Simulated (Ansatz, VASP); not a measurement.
## Two plane-wave programs on BeTe

The input INCAR:

```
SYSTEM = BeTe
PREC = Accurate
ENCUT = 580
EDIFF = 1E-7
ISMEAR = -1
SIGMA = 0.05
LREAL = .False.
LASPH = .True.
NELM = 100
ALGO = Fast
ISIF = 3
LWAVE = .False.
LCHARG = .False.
GGA = PE
IBRION = 2
NSW = 40
EDIFFG = -0.005
```

KPOINTS

```
regular mesh
0
Gamma
  8 8 8
  0 0 0
```

The input POSCAR:

```
BeTe
1.0
    0.0000000000      2.7700000000      2.7700000000
    2.7700000000      0.0000000000      2.7700000000
    2.7700000000      2.7700000000      0.0000000000
Te Be
1 1
Direct
    0.7500000000      0.7500000000      0.7500000000
    0.0000000000      0.0000000000      0.0000000000
```

The input input.yaml:

```yaml
crystal:
  lattice:
    - [0.0, 2.77, 2.77]
    - [2.77, 0.0, 2.77]
    - [2.77, 2.77, 0.0]
  atoms:
    - { symbol: Te, position: [0.75, 0.75, 0.75] }
    - { symbol: Be, position: [0.0, 0.0, 0.0] }
hamiltonian:
  xc: pbe
  pseudopotentials: { kind: paw }
kpoints:
  mp_grid: { grid: [8, 8, 8] }
scf:
  occupations: { method: fermi_dirac, width: 0.05 }
output:
  forces: true
  stress: true
relax:
  f_tol: 0.01
  max_steps: 40
  cell: { stress_tol: 0.05 }
```

Alike in both runs: task relaxation of cell and atoms; functional PBE; k mesh 8 × 8 × 8; occupations fermi-dirac, width 0.05 eV; no spin polarisation.

|  | VASP | Ansatz |
| --- | --- | --- |
| version | VASP 6.6.1 | Ansatz 0.2.0 |
| potentials or method | VASP PAW PBE potentials, release 64 (Te, Be) | Ansatz PAW |
| plane-wave cutoff (eV) | 580 | 420 |
| valence electrons in the cell | 8 | 18 |

Ansatz gave:

```
relaxed volume (Å³/atom)                                     : 22.71
relaxed cell length with the largest relative difference (Å) : 4.005
energy change over the relaxation (meV/atom)                 : -18
```

Question: Which values does VASP return?

Answer: Relaxed volume (Å³/atom): 22.76; relaxed cell length with the largest relative difference (Å): 4.008; energy change over the relaxation (meV/atom): -20.

The two sets of potentials don't hold the same shells in valence.

Caveats: the plane-wave basis is chosen anew once the cell has moved, so the energies of steps on either side of that aren't comparable (Ansatz). Zero-point motion and thermal expansion aren't in these numbers. PBE usually gives volumes a little too large and moduli too small.
